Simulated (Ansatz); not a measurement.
# Al2GaN3: the cost of one run

Program: Ansatz 0.2.0. Level of theory: DFT PBE, scalar-relativistic, plane waves, PAW. These are calculated values, not measurements.

1 further run of the same task is left out (it didn't finish).

**1. Starting point**

The structure is tetragonal, space group I4/mmm (No. 139). Conventional cell: a = 3.362 Å, b = 3.362 Å, c = 14.266 Å, α = 90.00°, β = 90.00°, γ = 90.00°. Al (site symmetry 4mm) has 6 N at 2.38 Å as nearest neighbours. Ga (site symmetry 4/mmm) has 6 N at 2.38 Å as nearest neighbours. Around N (site symmetry 4mm) lie 5 Al at 2.38 Å and 1 Ga at 2.38 Å. N (site symmetry 4/mmm) has 4 Ga at 2.38 Å and 2 Al at 2.38 Å as nearest neighbours.

Structure file:

```xyz
6
Lattice="-1.6812 1.6812 7.1328 1.6812 -1.6812 7.1328 1.6812 1.6812 -7.1328" Properties=species:S:1:pos:R:3 pbc="T T T"
Al    0.0000    0.0000    9.5104
Al    0.0000    0.0000    4.7552
Ga    0.0000    0.0000    0.0000
N     0.0000    0.0000   11.8880
N     0.0000    0.0000    7.1328
N     0.0000    0.0000    2.3776
```

The start is an ordering of an alloy on its end members' structure types: elements ordered on the sites of the GaN type, Al/Ga on Ga (I4/mmm, No. 139).

**2. A first look at the guess**

input.yaml reads:

```yaml
crystal:
  lattice:
    - [-1.68121843, 1.68121843, 7.13280571]
    - [1.68121843, -1.68121843, 7.13280571]
    - [1.68121843, 1.68121843, -7.13280571]
  atoms:
    - { symbol: Al, position: [0.66666667, 0.66666667, 0.0] }
    - { symbol: Al, position: [0.33333333, 0.33333333, 0.0] }
    - { symbol: Ga, position: [0.0, 0.0, 0.0] }
    - { symbol: "N", position: [0.83333333, 0.83333333, 0.0] }
    - { symbol: "N", position: [0.5, 0.5, 0.0] }
    - { symbol: "N", position: [0.16666667, 0.16666667, 0.0] }
basis:
  ecutwfc: 420
kpoints:
  mp_grid: { grid: [8, 8, 8] }
hamiltonian:
  xc: pbe
scf:
  occupations: { method: gaussian, width: 0.1 }
  lower_state_search: "off"
output:
  forces: true
  stress: true
  eigenvalues: true
```

Started as:

```console
ansatz run input.yaml --threads 1 --pin off --max-ram 2560MiB --backend cpu --events-out ev --progress --plain --runs-dir out
```

**Question.** How long does this run take on 1 thread of Intel Xeon 6975P-C (Granite Rapids), shared host, and how much memory does it need?

About 3.1 s, with a peak of 0.43 GiB.
